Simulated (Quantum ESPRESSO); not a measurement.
The system is Si.

```
Si
1.0
     3.83132    0.00000    0.00000
    -1.91566    3.31802    0.00000
     0.00000    0.00000    6.33262
Si
4
Direct
  0.66667 0.33333 0.93699
  0.33333 0.66667 0.43699
  0.66667 0.33333 0.56301
  0.33333 0.66667 0.06301
```

This isn't the form of Si at room conditions, which is diamond.

```yaml
Program: Quantum ESPRESSO 7.5
Task: phonons
Functional: LDA
Potentials_or_basis: PseudoDojo 0.4.1 SR LDA standard
Cutoff: 435 eV
Density_cutoff: 1742 eV
k_mesh: 8 × 8 × 4, shifted
Occupations: fermi-dirac, width 0.05 eV
Spin: no spin polarisation
Form_of_the_LDA_correlation: PW92
Mixing_beta: 0.5
Most_SCF_iterations: 120
SCF_threshold: 8e-10 Ry
```

The cell and the atoms were relaxed first, to 19.60 Å³/atom (a = 3.797 Å, b = 3.797 Å, c = 6.279 Å, α = 90.00°, β = 90.00°, γ = 120.00°), and the response was taken there.

The first run showed a gap, so the response started from a second, tighter run with fixed occupations.

Where do the zone-centre optical modes lie?

E2u at 95 cm⁻¹ (silent); B1g at 373 cm⁻¹ (silent); B2u at 415 cm⁻¹ (silent); E2g at 493 cm⁻¹ (Raman); A1g at 508 cm⁻¹ (Raman); E1g at 508 cm⁻¹ (Raman).

Optical modes at Γ, degenerate ones joined, polar ones without the macroscopic field:
| cm⁻¹ | components | symmetry | active in | IR intensity, summed ((D/Å)²/amu) |
| --- | --- | --- | --- | --- |
| 95 | 2 | E2u | silent | 0.00 |
| 373 | 1 | B1g | silent | 0.00 |
| 415 | 1 | B2u | silent | 0.00 |
| 493 | 2 | E2g | Raman | 0.00 |
| 508 | 1 | A1g | Raman | 0.00 |
| 508 | 2 | E1g | Raman | 0.00 |

Caveat: the gap on the mesh is small and may close between mesh points, in which case fixed occupations spoil the response.
